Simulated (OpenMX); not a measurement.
SnO2 (Cassiterite):

```
CELL_PARAMETERS angstrom
4.73800 0.00000 0.00000
0.00000 4.73800 0.00000
0.00000 0.00000 3.18650
ATOMIC_POSITIONS crystal
Sn 0.50000 0.50000 0.50000
Sn 0.00000 0.00000 0.00000
O 0.80710 0.19290 0.50000
O 0.69290 0.69290 0.00000
O 0.19290 0.80710 0.50000
O 0.30710 0.30710 0.00000
```

Base run:

```yaml
Program: OpenMX 3.8.5
Functional: PBE
Potentials_or_basis: OpenMX 2013 PBE set, Sn7.0-s3p2d1, O6.0-s2p2, grid cutoff 500 Ry
k_mesh: 7 × 7 × 9
Occupations: fermi-dirac, width 0.05 eV
Spin: no spin polarisation
```

Its results: band gap on the k mesh 0.83 eV, direct; pressure 17.9 GPa; largest force 0.472 eV/Å.

Question: The run is repeated on the same cell with these changes: potentials or basis from OpenMX 2013 PBE set, Sn7.0-s3p2d1, O6.0-s2p2, grid cutoff 500 Ry to OpenMX 2013 PBE set, Sn7.0-s3p2d2, O6.0-s2p2d1, grid cutoff 500 Ry. What comes out?

Answer: Band gap on the k mesh 0.21 eV, indirect (least direct gap 1.22 eV); pressure 17.2 GPa; largest force 0.360 eV/Å.

Caveats: so large a pressure means that the cell lies far from this level's equilibrium, or that cutoff or potentials fall short; spin-orbit coupling is left out, which moves the levels of the heavy elements; the basis of atomic orbitals isn't converged, which shifts pressures, moduli and gaps.
